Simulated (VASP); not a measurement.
# Mg: molecular dynamics at constant energy

Mg, Im-3m (no. 229), 16 atoms in the cell. PBE, molecular dynamics; PAW potentials Mg (PBE set).

Ensemble: NVE; Starting temperature (K): 1600.

## Input

INCAR:
```
ALGO = Fast ; EDIFF = 1E-6
ENCUT = 200 ; GGA = PE
IBRION = 0 ; ISIF = 2
ISMEAR = -1 ; ISYM = 0
KPAR = 2 ; LASPH = True
LCHARG = False ; LREAL = Auto
LWAVE = False ; MDALGO = 2
NELM = 60 ; NELMIN = 4
NSW = 60 ; POTIM = 2.0
PREC = Normal ; RANDOM_SEED = 121479 0 0
SIGMA = 0.069 ; SMASS = -3
TEBEG = 1600
```

KPOINTS:
```
k-points
0
Monkhorst-Pack
  2 2 2
```

POSCAR:
```
Mg
1.0
    7.0910579868      0.0000000000      0.0000000000
    0.0000000000      7.0910579868      0.0000000000
    0.0000000000      0.0000000000      7.0910579868
Mg
16
Direct
    0.0000000000      0.0000000000      0.0000000000
    0.0000000000      0.0000000000      0.5000000000
    0.0000000000      0.5000000000      0.0000000000
    0.0000000000      0.5000000000      0.5000000000
    0.5000000000      0.0000000000      0.0000000000
    0.5000000000      0.0000000000      0.5000000000
    0.5000000000      0.5000000000      0.0000000000
    0.5000000000      0.5000000000      0.5000000000
    0.2500000000      0.2500000000      0.2500000000
    0.2500000000      0.2500000000      0.7500000000
    0.2500000000      0.7500000000      0.2500000000
    0.2500000000      0.7500000000      0.7500000000
    0.7500000000      0.2500000000      0.2500000000
    0.7500000000      0.2500000000      0.7500000000
    0.7500000000      0.7500000000      0.2500000000
    0.7500000000      0.7500000000      0.7500000000
```

Commands:
```
cat potpaw_PBE.64/Mg/POTCAR > POTCAR
mpirun -np 2 vasp_std > vasp.out
```

## Result

- Rise of the mean potential energy above the start (meV/atom): 91.3
- Mean temperature (K): 848
- Electronic steps per ionic step after the first: 4.1

Course of the run:

| Time (fs) | Temperature (K) | Potential energy less the first (meV/atom) |
|---|---|---|
| 2 | 1600 | 0.0 |
| 12 | 1424 | 21.4 |
| 20 | 1099 | 60.8 |
| 30 | 672 | 112.6 |
| 38 | 475 | 136.6 |
| 48 | 476 | 136.3 |
| 56 | 590 | 122.5 |
| 66 | 719 | 106.9 |
| 74 | 769 | 100.8 |
| 84 | 799 | 97.3 |
| 92 | 828 | 93.7 |
| 102 | 875 | 88.0 |
| 110 | 904 | 84.4 |
| 120 | 898 | 85.2 |

The mean temperature lies below the starting 1600 K, since the atoms start on their sites and part of their kinetic energy turns into potential energy.

REPORT:
```
MDALGO =   2
               SCALING =       0
                 CNEXP =     9.000   14.000
           RANDOM_SEED =            121479                0                0

   original number of atomic DOF:         45
   number of independent constraints:      0
   number of active DOF:                  45

========================================
         MD step No.       1
========================================

  Atomic velocities initialized by STEP_tb

  >Energies
                    E_tot             E_pot             E_kin               EPS                ES
   e_b>   -0.20600299E+02   -0.23702558E+02    0.31022588E+01    0.00000000E+00    0.00000000E+00

  >Temperature
               T_sim     T_inst
   tmprt>   1600.000   1600.000

  >Thermostat:
           s(n+1) sdot(n+1)      s(n)   sdot(n)        Qs
   s_b>   0.00000   0.00000   0.00000   0.00000  -3.00000

           RANDOM_SEED =            121479               96                0

[... steps left out ...]

========================================
         MD step No.      60
========================================

  >Energies
                    E_tot             E_pot             E_kin               EPS                ES
   e_b>   -0.20598457E+02   -0.22339696E+02    0.17412381E+01    0.00000000E+00    0.00000000E+00

  >Temperature
               T_sim     T_inst
   tmprt>   1600.000    898.049

  >Thermostat:
           s(n+1) sdot(n+1)      s(n)   sdot(n)        Qs
   s_b>   0.00000   0.00000   0.00000   0.00000  -3.00000

           RANDOM_SEED =            121479               96                0
```

OSZICAR:
```
N       E                     dE             d eps       ncg     rms          rms(c)
DAV:   1     0.118263258932E+02    0.11826E+02   -0.52095E+03   200   0.426E+02
DAV:   2    -0.224907725762E+02   -0.34317E+02   -0.32110E+02   245   0.668E+01
DAV:   3    -0.238133240438E+02   -0.13226E+01   -0.12711E+01   264   0.116E+01
DAV:   4    -0.238261463520E+02   -0.12822E-01   -0.12797E-01   224   0.136E+00
DAV:   5    -0.238262553541E+02   -0.10900E-03   -0.10890E-03   269   0.120E-01    0.263E+00
RMM:   6    -0.237682698597E+02    0.57985E-01   -0.25671E-03   200   0.320E-01    0.168E+00
RMM:   7    -0.237024408336E+02    0.65829E-01   -0.14354E-02   200   0.659E-01    0.855E-02
RMM:   8    -0.237025609135E+02   -0.12008E-03   -0.74233E-04   200   0.152E-01    0.180E-02
RMM:   9    -0.237025577413E+02    0.31722E-05   -0.52652E-05   200   0.413E-02    0.173E-03
RMM:  10    -0.237025579349E+02   -0.19356E-06   -0.10042E-05   176   0.173E-02    0.109E-03
RMM:  11    -0.237025578256E+02    0.10924E-06   -0.16826E-06   137   0.729E-03
      1 T=  1600. E= -.20600299E+02 F= -.23702558E+02 E0= -.23570614E+02  EK= 0.31023E+01 SP= 0.00E+00 SK= 0.00E+00
[... left out ...]
     58 T=   909. E= -.20598354E+02 F= -.22360947E+02 E0= -.22253295E+02  EK= 0.17626E+01 SP= 0.00E+00 SK= 0.00E+00
     59 T=   905. E= -.20598407E+02 F= -.22353592E+02 E0= -.22245350E+02  EK= 0.17552E+01 SP= 0.00E+00 SK= 0.00E+00
[... last step whole ...]
       N       E                     dE             d eps       ncg     rms          rms(c)
DAV:   1    -0.223396932535E+02    0.13898E-01   -0.43794E-03   172   0.408E-01    0.124E-03
RMM:   2    -0.223396954113E+02   -0.21579E-05   -0.20528E-05   200   0.250E-02    0.712E-04
RMM:   3    -0.223396955349E+02   -0.12356E-06   -0.11395E-06   124   0.607E-03    0.522E-04
RMM:   4    -0.223396955767E+02   -0.41844E-07   -0.18291E-07   112   0.228E-03
     60 T=   898. E= -.20598457E+02 F= -.22339696E+02 E0= -.22230882E+02  EK= 0.17412E+01 SP= 0.00E+00 SK= 0.00E+00
```

Limits: 120 fs of 16 atoms are too short for converged averages.

VASP 6.6.1 took 325 s on 2 cores (AMD EPYC 7R13 (Zen 3)), a shared host.
